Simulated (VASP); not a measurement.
# Te2Pb (Fm-3m) in VASP: notebook

One crystal, Te2Pb, is run at these levels: PBE; tasks: single point.

Program: VASP 6.6.1. These are calculated values, not measurements. Logs are shortened: lines on timing, memory, paths and dates and some standing lists are left out, and cuts for length are marked.

## Step 1: The structure

The structure is cubic, space group Fm-3m (No. 225). The conventional cell has a = 7.593 Å, b = 7.593 Å, c = 7.593 Å, α = 90.00°, β = 90.00°, γ = 90.00°. Pb (site symmetry m-3m) has 8 Te at 3.29 Å as nearest neighbours. Around Te (site symmetry -43m) lie 4 Pb at 3.29 Å.

The cell was built by a generator and needn't be a form met in nature.

## Step 2: Single point, PBE

INCAR reads:

```
ALGO = Normal ; EDIFF = 1E-7
ENCUT = 520 ; GGA = PE
ISIF = 2 ; ISMEAR = -1
LASPH = T ; LCHARG = F
LREAL = F ; LWAVE = F
NBANDS = 20 ; NELM = 100
PREC = Accurate ; SIGMA = 0.02
```

KPOINTS reads:

```
k-points
0
Gamma
  4 4 4
```

POSCAR reads:

```
Te2Pb
1.0
    0.0000000000      3.7966139176      3.7966139176
    3.7966139176      0.0000000000      3.7966139176
    3.7966139176      3.7966139176      0.0000000000
Pb Te
1 2
Direct
    0.0000000000      0.0000000000      0.0000000000
    0.2500000000      0.2500000000      0.2500000000
    0.7500000000      0.7500000000      0.7500000000
```

Potentials or basis: VASP PAW PBE potentials, release 64 (Pb_d, Te).

Command:

```sh
$ cat potpaw_PBE.64/Pb_d/POTCAR potpaw_PBE.64/Te/POTCAR > POTCAR
$ mpirun -np 1 vasp_std > vasp.out
```

OUTCAR:

```text
EDIFF = 1E-7
   ENCUT = 520
   GGA = PE
   ISIF = 2
   ISMEAR = -1
   LASPH = T
   LREAL = F
   NELM = 100
   PREC = Accurate

 ion  position               nearest neighbor table
   1  0.000  0.000  0.000-   3 3.29   3 3.29   3 3.29   2 3.29   3 3.29   2 3.29   2 3.29   2 3.29

   2  0.250  0.250  0.250-   1 3.29   1 3.29   1 3.29   1 3.29
   3  0.750  0.750  0.750-   1 3.29   1 3.29   1 3.29   1 3.29

  LATTYP: Found a face centered cubic cell.
 ALAT       =     7.5932278352

  Lattice vectors:

 A1 = (   0.0000000000,   3.7966139176,   3.7966139176)
 A2 = (   3.7966139176,   0.0000000000,   3.7966139176)
 A3 = (   3.7966139176,   3.7966139176,   0.0000000000)

Analysis of symmetry for initial positions (statically):
=====================================================================
 Subroutine PRICEL returns:
 Original cell was already a primitive cell.

 Routine SETGRP: Setting up the symmetry group for a
 face centered cubic supercell.

 Subroutine GETGRP returns: Found 48 space group operations
 (whereof 48 operations were pure point group operations)
 out of a pool of 48 trial point group operations.

The static configuration has the point symmetry O_h .

Analysis of symmetry for dynamics (positions and initial velocities):
=====================================================================
 Subroutine PRICEL returns:
 Original cell was already a primitive cell.

 Routine SETGRP: Setting up the symmetry group for a
 face centered cubic supercell.

 Subroutine GETGRP returns: Found 48 space group operations
 (whereof 48 operations were pure point group operations)
 out of a pool of 48 trial point group operations.

The dynamic configuration has the point symmetry O_h .

 Subroutine INISYM returns: Found 48 space group operations
 (whereof 48 operations are pure point group operations),
 and found     1 'primitive' translations

----------------------------------------------------------------------------------------

                                     Primitive cell

  volume of cell :     109.4509

  direct lattice vectors                    reciprocal lattice vectors
     0.000000000  3.796613918  3.796613918    -0.131696299  0.131696299  0.131696299
[... 65 lines left out ...]
   ISPIN  =      1    spin polarized calculation?
   LNONCOLLINEAR =      F non collinear calculations
   LSORBIT =      F    spin-orbit coupling
   LASPH  =      T    aspherical Exc in radial PAW
   ENCUT  =  520.0 eV  38.22 Ry    6.18 a.u.   9.98  9.98  9.98*2*pi/ulx,y,z
   NELM   =    100;   NELMIN=  2; NELMDL= -5     # of ELM steps
   EDIFF  = 0.1E-06   stopping-criterion for ELM
   LREAL  =      F    real-space projection
   EDIFFG = 0.1E-05   stopping-criterion for IOM
   NSW    =      0    number of steps for IOM
   IBRION =     -1    ionic relax: 0-MD 1-quasi-New 2-CG
   NFREE  =      0    steps in history (QN), initial steepest desc. (CG)
   ISIF   =      2    stress and relaxation
   ISYM   =      2    0-nonsym 1-usesym 2-fastsym
   POTIM  = 0.5000    time-step for ionic-motion
   TEBEG  =    0.0;   TEEND  =   0.0 temperature during run
   PSTRESS=    0.0 pullay stress
   NELECT =      26.0000    total number of electrons
   NUPDOWN=      -1.0000    fix difference up-down
   EMIN   =  10.00;   EMAX   =-10.00  energy-range for DOS
   EFERMI =   0.00;   METHOD = LEGACY
   ISMEAR =    -1;   SIGMA  =   0.02  broadening in eV -4-tet -1-fermi 0-gaus
   EFERMI_NEDOS =   21; number of points for ismear=-14 and -15
   IALGO  =     38    algorithm
   IMIX   =      4    mixing-type and parameters
     AMIX     =   0.40;   BMIX     =  1.00
     AMIX_MAG =   1.60;   BMIX_MAG =  1.00
  volume/ion in A,a.u.               =      36.48       246.20
  Fermi-wavevector in a.u.,A,eV,Ry     =   1.013895  1.915983 13.986550  1.027982
  Thomas-Fermi vector in A             =   2.147090
   LORBIT       =      0    0 simple, 1 ext, 2 COOP (PROOUT), +10 PAW based schemes
   GGA     = PE    functional components
   LHFCALC =     F    Hartree Fock is set to
   AEXX    =    0.0000 exact exchange contribution
   IVDW    =     0    specifies the selected vdW correction
   LEPSILON=     F    determine dielectric tensor
   LRPA    =     F    only Hartree local field effects (RPA)
 non-spin polarized calculation
  energy-cutoff  :      520.00
  volume of cell :      109.45
 maximum number of plane-waves:      2996
   NGX = 19   NGY = 19   NGZ = 19

 number of electron      26.0000005 magnetization

 Free energy of the ion-electron system (eV)
  ---------------------------------------------------
  ext. energy  EPLUGINS =         0.00000000
  ---------------------------------------------------
  free energy    TOTEN  =        -9.60075819 eV

  energy without entropy =       -9.59320746  energy(sigma->0) =       -9.59698282

 E-fermi :   4.7444     XC(G=0):  -8.8309

 val. band max:        4.5610164197   @ k =   0.2500   0.2500   0.0000
 cond. band min:       4.7539827549   @ k =   0.2500   0.0000   0.0000
 fundamental gap:      0.1929663352
 Fermi energy:         4.7443895363

 k-point     1 :       0.0000    0.0000    0.0000
  band No.  band energies     occupation
      1     -11.8419      2.00000
      2     -11.8419      2.00000
      3     -11.8419      2.00000
      4     -11.8144      2.00000
      5     -11.8144      2.00000
      6      -7.3180      2.00000
[... 173 lines left out ...]
     19      12.2827      0.00000
     20      12.2833      0.00000

------------------------ aborting loop because EDIFF is reached ----------------------------------------

  FORCE on cell =-STRESS in cart. coord.  units (eV):
  Direction    XX          YY          ZZ          XY          YZ          ZX
  --------------------------------------------------------------------------------------
  -------------------------------------------------------------------------------------
  Total        0.2647649      0.2647649      0.2647649     -0.0000000      0.0000000     -0.0000000
  in kB        3.8757143      3.8757143      3.8757143     -0.0000000      0.0000000     -0.0000000
  external PRESSURE =       3.8757143 kB  Pullay stress =       0.0000000 kB

 VOLUME and BASIS-vectors are now :
 -----------------------------------------------------------------------------
  energy-cutoff  :      520.00
  volume of cell :      109.45
      direct lattice vectors                 reciprocal lattice vectors
     0.000000000  3.796613918  3.796613918    -0.131696299  0.131696299  0.131696299
     3.796613918  0.000000000  3.796613918     0.131696299 -0.131696299  0.131696299
     3.796613918  3.796613918  0.000000000     0.131696299  0.131696299 -0.131696299

 POSITION                                       TOTAL-FORCE (eV/Angst)
 -----------------------------------------------------------------------------------
      0.00000      0.00000      0.00000         0.000000     -0.000000      0.000000
      1.89831      1.89831      1.89831         0.000000      0.000000      0.000000
      5.69492      5.69492      5.69492        -0.000000     -0.000000     -0.000000
 -----------------------------------------------------------------------------------
    total drift:                               -0.000000      0.000000      0.000000

  FREE ENERGIE OF THE ION-ELECTRON SYSTEM (eV)
  ---------------------------------------------------
  free  energy   TOTEN  =        -9.6007581877 eV

  energy  without entropy=       -9.5932074554  energy(sigma->0) =       -9.59698282
```

OSZICAR:

```text
N       E                     dE             d eps       ncg     rms          rms(c)
DAV:   1     0.206326929205E+03    0.20633E+03   -0.10914E+04   320   0.115E+03
DAV:   2     0.895881094857E+01   -0.19737E+03   -0.19086E+03   324   0.293E+02
DAV:   3    -0.895609657917E+01   -0.17915E+02   -0.17444E+02   412   0.984E+01
DAV:   4    -0.959644636588E+01   -0.64035E+00   -0.63804E+00   400   0.192E+01
DAV:   5    -0.962363640249E+01   -0.27190E-01   -0.27188E-01   424   0.414E+00    0.484E+00
DAV:   6    -0.959793026349E+01    0.25706E-01   -0.71604E-02   364   0.231E+00    0.308E+00
DAV:   7    -0.960102224458E+01   -0.30920E-02   -0.47141E-02   380   0.132E+00    0.370E-01
DAV:   8    -0.960049607671E+01    0.52617E-03   -0.80383E-03   360   0.846E-01    0.101E-01
DAV:   9    -0.960071961532E+01   -0.22354E-03   -0.49462E-04   356   0.166E-01    0.276E-02
DAV:  10    -0.960073873906E+01   -0.19124E-04   -0.26433E-05   372   0.401E-02    0.201E-02
DAV:  11    -0.960075671225E+01   -0.17973E-04   -0.34792E-05   328   0.373E-02    0.610E-03
DAV:  12    -0.960075728733E+01   -0.57508E-06   -0.16801E-06   356   0.162E-02    0.266E-03
DAV:  13    -0.960075782577E+01   -0.53844E-06   -0.88158E-07   320   0.403E-03    0.164E-03
DAV:  14    -0.960075817781E+01   -0.35204E-06   -0.61692E-08   260   0.136E-03    0.348E-04
DAV:  15    -0.960075818772E+01   -0.99121E-08   -0.14806E-08   224   0.101E-03
   1 F= -.96007582E+01 E0= -.95969828E+01  d E =-.755073E-02
```

stdout:

```text
POSCAR found type information on POSCAR PbTe
 POSCAR found :  2 types and       3 ions
 scaLAPACK will be used
 LDA part: xc-table for (Slater+PW92), standard interpolation
 POSCAR, INCAR and KPOINTS ok, starting setup
 FFT: planning ... GRIDC
 FFT: planning ... GRID_SOFT
 FFT: planning ... GRID
 WAVECAR not read
 entering main loop
```

It took 17 s on 1 thread of Intel Xeon Platinum 8488C (Sapphire Rapids), shared host; peak memory 0.24 GiB.

Results:

| Item | Value |
| --- | --- |
| Free energy | -9.6008 eV |
| Pressure | 0.4 GPa |
| Band gap on the k mesh | none (metal or under the smearing width) |

Levels at points of the mesh, in eV from the Fermi level:
```csv
k point,band 10,band 11,band 12,band 13,band 14,band 15,band 16,band 17
"(0.00, 0.00, 0.00)",-2.24,-2.24,-1.13,-1.13,-1.13,1.80,1.80,1.80
"(0.50, 0.00, 0.00)",-2.58,-2.25,-1.53,-1.53,0.20,3.37,3.37,4.60
"(0.50, 0.50, 0.00)",-3.82,-1.85,0.52,0.52,0.96,2.26,4.31,4.31
```

Spin-orbit coupling is left out, which matters for the levels of Pb, Te.

## Step 3: Single point, PBE

INCAR reads:

```
SYSTEM = Te2Pb
PREC = Accurate
ENCUT = 520
EDIFF = 1E-7
ISMEAR = -1
SIGMA = 0.02
LREAL = .FALSE.
LASPH = .TRUE.
NELM = 100
ALGO = Fast
ISIF = 2
LWAVE = .FALSE.
LCHARG = .TRUE.
GGA = PE
LELF = .TRUE.
LVHAR = .TRUE.
NBANDS = 20
```

KPOINTS reads:

```
Automatic mesh
0
G
  4 4 4
  0 0 0
```

POSCAR is that of step 2.

Potentials or basis: VASP PAW PBE potentials, release 64 (Pb_d, Te).

Command:

```sh
$ cat potpaw_PBE.64/Pb_d/POTCAR potpaw_PBE.64/Te/POTCAR > POTCAR
$ mpirun -np 1 vasp_std > vasp.out
```

OUTCAR:

```text
SYSTEM = Te2Pb
   PREC = Accurate
   ENCUT = 520
   EDIFF = 1E-7
   ISMEAR = -1
   LREAL = .FALSE.
   LASPH = .TRUE.
   NELM = 100
   ISIF = 2
   GGA = PE

 ion  position               nearest neighbor table
   1  0.000  0.000  0.000-   3 3.29   3 3.29   3 3.29   2 3.29   3 3.29   2 3.29   2 3.29   2 3.29

   2  0.250  0.250  0.250-   1 3.29   1 3.29   1 3.29   1 3.29
   3  0.750  0.750  0.750-   1 3.29   1 3.29   1 3.29   1 3.29

  LATTYP: Found a face centered cubic cell.
 ALAT       =     7.5932278352

  Lattice vectors:

 A1 = (   0.0000000000,   3.7966139176,   3.7966139176)
 A2 = (   3.7966139176,   0.0000000000,   3.7966139176)
 A3 = (   3.7966139176,   3.7966139176,   0.0000000000)

Analysis of symmetry for initial positions (statically):
=====================================================================
 Subroutine PRICEL returns:
 Original cell was already a primitive cell.

 Routine SETGRP: Setting up the symmetry group for a
 face centered cubic supercell.

 Subroutine GETGRP returns: Found 48 space group operations
 (whereof 48 operations were pure point group operations)
 out of a pool of 48 trial point group operations.

The static configuration has the point symmetry O_h .

Analysis of symmetry for dynamics (positions and initial velocities):
=====================================================================
 Subroutine PRICEL returns:
 Original cell was already a primitive cell.

 Routine SETGRP: Setting up the symmetry group for a
 face centered cubic supercell.

 Subroutine GETGRP returns: Found 48 space group operations
 (whereof 48 operations were pure point group operations)
 out of a pool of 48 trial point group operations.

The dynamic configuration has the point symmetry O_h .

[... 96 lines left out ...]
   EMIN   =  10.00;   EMAX   =-10.00  energy-range for DOS
   EFERMI =   0.00;   METHOD = LEGACY
   ISMEAR =    -1;   SIGMA  =   0.02  broadening in eV -4-tet -1-fermi 0-gaus
   EFERMI_NEDOS =   21; number of points for ismear=-14 and -15
   IALGO  =     68    algorithm
   IMIX   =      4    mixing-type and parameters
     AMIX     =   0.40;   BMIX     =  1.00
     AMIX_MAG =   1.60;   BMIX_MAG =  1.00
  volume/ion in A,a.u.               =      36.48       246.20
  Fermi-wavevector in a.u.,A,eV,Ry     =   1.013895  1.915983 13.986550  1.027982
  Thomas-Fermi vector in A             =   2.147090
   LORBIT       =      0    0 simple, 1 ext, 2 COOP (PROOUT), +10 PAW based schemes
   GGA     = PE    functional components
   LHFCALC =     F    Hartree Fock is set to
   AEXX    =    0.0000 exact exchange contribution
   IVDW    =     0    specifies the selected vdW correction
   LEPSILON=     F    determine dielectric tensor
   LRPA    =     F    only Hartree local field effects (RPA)
 non-spin polarized calculation
 RMM-DIIS sequential band-by-band and
  energy-cutoff  :      520.00
  volume of cell :      109.45
 maximum number of plane-waves:      2996
   NGX = 19   NGY = 19   NGZ = 19

 number of electron      26.0000005 magnetization

 Free energy of the ion-electron system (eV)
  ---------------------------------------------------
  ext. energy  EPLUGINS =         0.00000000
  ---------------------------------------------------
  free energy    TOTEN  =        -9.60075838 eV

  energy without entropy =       -9.59320231  energy(sigma->0) =       -9.59698035

 E-fermi :   4.7442     XC(G=0):  -8.8309

 val. band max:        4.5608123502   @ k =   0.2500   0.2500   0.0000
 cond. band min:       4.7538351805   @ k =   0.2500   0.0000   0.0000
 fundamental gap:      0.1930228303
 Fermi energy:         4.7441954556

 k-point     1 :       0.0000    0.0000    0.0000
  band No.  band energies     occupation
      1     -11.8405      2.00000
      2     -11.8405      2.00000
      3     -11.8405      2.00000
      4     -11.8130      2.00000
      5     -11.8130      2.00000
      6      -7.3182      2.00000
[... 173 lines left out ...]
     19      12.2826      0.00000
     20      12.3210      0.00000

------------------------ aborting loop because EDIFF is reached ----------------------------------------

  FORCE on cell =-STRESS in cart. coord.  units (eV):
  Direction    XX          YY          ZZ          XY          YZ          ZX
  --------------------------------------------------------------------------------------
  -------------------------------------------------------------------------------------
  Total        0.2551356      0.2551356      0.2551356      0.0000000      0.0000000      0.0000000
  in kB        3.7347563      3.7347563      3.7347563      0.0000000      0.0000000      0.0000000
  external PRESSURE =       3.7347563 kB  Pullay stress =       0.0000000 kB

 VOLUME and BASIS-vectors are now :
 -----------------------------------------------------------------------------
  energy-cutoff  :      520.00
  volume of cell :      109.45
      direct lattice vectors                 reciprocal lattice vectors
     0.000000000  3.796613918  3.796613918    -0.131696299  0.131696299  0.131696299
     3.796613918  0.000000000  3.796613918     0.131696299 -0.131696299  0.131696299
     3.796613918  3.796613918  0.000000000     0.131696299  0.131696299 -0.131696299

 POSITION                                       TOTAL-FORCE (eV/Angst)
 -----------------------------------------------------------------------------------
      0.00000      0.00000      0.00000        -0.000000     -0.000000     -0.000000
      1.89831      1.89831      1.89831         0.000000      0.000000      0.000000
      5.69492      5.69492      5.69492        -0.000000     -0.000000     -0.000000
 -----------------------------------------------------------------------------------
    total drift:                               -0.000000      0.000000      0.000000

  FREE ENERGIE OF THE ION-ELECTRON SYSTEM (eV)
  ---------------------------------------------------
  free  energy   TOTEN  =        -9.6007583833 eV

  energy  without entropy=       -9.5932023120  energy(sigma->0) =       -9.59698035
```

OSZICAR:

```text
N       E                     dE             d eps       ncg     rms          rms(c)
DAV:   1     0.206326929205E+03    0.20633E+03   -0.10914E+04   320   0.115E+03
DAV:   2     0.895881094857E+01   -0.19737E+03   -0.19086E+03   324   0.293E+02
DAV:   3    -0.895609657917E+01   -0.17915E+02   -0.17444E+02   412   0.984E+01
DAV:   4    -0.959644636588E+01   -0.64035E+00   -0.63804E+00   400   0.192E+01
DAV:   5    -0.962363640249E+01   -0.27190E-01   -0.27188E-01   424   0.414E+00    0.484E+00
RMM:   6    -0.959799800318E+01    0.25638E-01   -0.42441E-02   349   0.158E+00    0.297E+00
RMM:   7    -0.960117325546E+01   -0.31753E-02   -0.39842E-02   355   0.104E+00    0.379E-01
RMM:   8    -0.960050732128E+01    0.66593E-03   -0.64931E-03   390   0.108E+00    0.601E-02
RMM:   9    -0.960069682935E+01   -0.18951E-03   -0.15022E-03   454   0.350E-01    0.625E-02
RMM:  10    -0.960073389047E+01   -0.37061E-04   -0.35789E-04   486   0.218E-01    0.631E-02
RMM:  11    -0.960074525460E+01   -0.11364E-04   -0.88831E-05   494   0.811E-02    0.606E-02
RMM:  12    -0.960080321628E+01   -0.57962E-04   -0.26227E-04   419   0.180E-01    0.763E-02
RMM:  13    -0.960076459527E+01    0.38621E-04   -0.82453E-05   370   0.110E-01    0.624E-02
RMM:  14    -0.960076405469E+01    0.54058E-06   -0.86637E-06   475   0.254E-02    0.581E-02
RMM:  15    -0.960076944680E+01   -0.53921E-05   -0.41946E-06   379   0.221E-02    0.771E-02
RMM:  16    -0.960076190184E+01    0.75450E-05   -0.63952E-06   377   0.286E-02    0.473E-02
RMM:  17    -0.960075847109E+01    0.34308E-05   -0.10228E-05   408   0.300E-02    0.137E-02
RMM:  18    -0.960075838334E+01    0.87745E-07   -0.65967E-07   419   0.692E-03
   1 F= -.96007584E+01 E0= -.95969803E+01  d E =-.755607E-02
```

stdout:

```text
POSCAR found type information on POSCAR PbTe
 POSCAR found :  2 types and       3 ions
 scaLAPACK will be used
 LDA part: xc-table for (Slater+PW92), standard interpolation
 POSCAR, INCAR and KPOINTS ok, starting setup
 FFT: planning ... GRIDC
 FFT: planning ... GRID_SOFT
 FFT: planning ... GRID
 WAVECAR not read
 entering main loop
```

Run time: 23 s. Hardware: 1 thread of Intel Xeon Platinum 8488C (Sapphire Rapids), shared host; peak memory 0.23 GiB.

Results:

```
Free energy            : -9.6008 eV
Pressure               : 0.4 GPa
Band gap on the k mesh : none (metal or under the smearing width)
```

The run has no spin-orbit coupling, so splittings on Pb, Te are missing.
